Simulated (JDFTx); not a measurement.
The system is PtS2.

```
CELL_PARAMETERS angstrom
3.54320 0.00000 0.00000
-1.77160 3.06850 0.00000
0.00000 0.00000 5.03880
ATOMIC_POSITIONS crystal
Pt 0.00000 0.00000 0.00000
S 0.66667 0.33333 0.77300
S 0.33333 0.66667 0.22700
```

```yaml
Program: JDFTx 1.7.0 (patched build)
Task: single point
Functional: PBE
Potentials_or_basis: PseudoDojo-SR-PBE-0.5-standard
Cutoff: 1143 eV
Density_cutoff: 9143 eV
k_mesh: 9 × 9 × 5
Occupations: fermi-dirac, width 0.05 eV
Spin: no spin polarisation
```

On this cell: pressure 11.4 GPa; largest force 1.244 eV/Å; band gap on the k mesh 1.01 eV, indirect (least direct gap 1.06 eV).

The same run follows on a disturbed copy (atoms moved at random, drawn with an rms of 0.05 Å):

```
Pt S
1.0
     3.54320    0.00000    0.00000
    -1.77160    3.06850    0.00000
     0.00000    0.00000    5.03880
Pt S
1 2
Cartesian
  0.0095 -0.0200 0.0506
  1.7774 1.0159 3.8884
  -0.0024 2.0604 1.1809
```

What does the disturbed cell give?

The energy moves by -8.8 meV/atom; pressure 9.6 GPa; largest force 1.375 eV/Å; band gap on the k mesh 0.89 eV, indirect (least direct gap 1.02 eV).

Forces in eV/Å, atoms in the order of the input:
```
Pt  -0.167  0.475 -0.736
S    0.021 -0.089 -0.575
S    0.146 -0.386  1.312
```

Stress tensor (GPa, compression positive):
```
10.77 -0.24  0.39
-0.24  9.61 -0.90
 0.39 -0.90  8.50
```

Caveats: spin-orbit coupling is left out, which moves the levels of the heavy elements; an odd mesh through Γ misses points on the zone boundary, where band edges often lie; the empty levels aren't tightly converged (some runs); forces of over 1 eV/Å show positions far from the minimum, so gaps and moduli don't describe the material at rest (some runs).
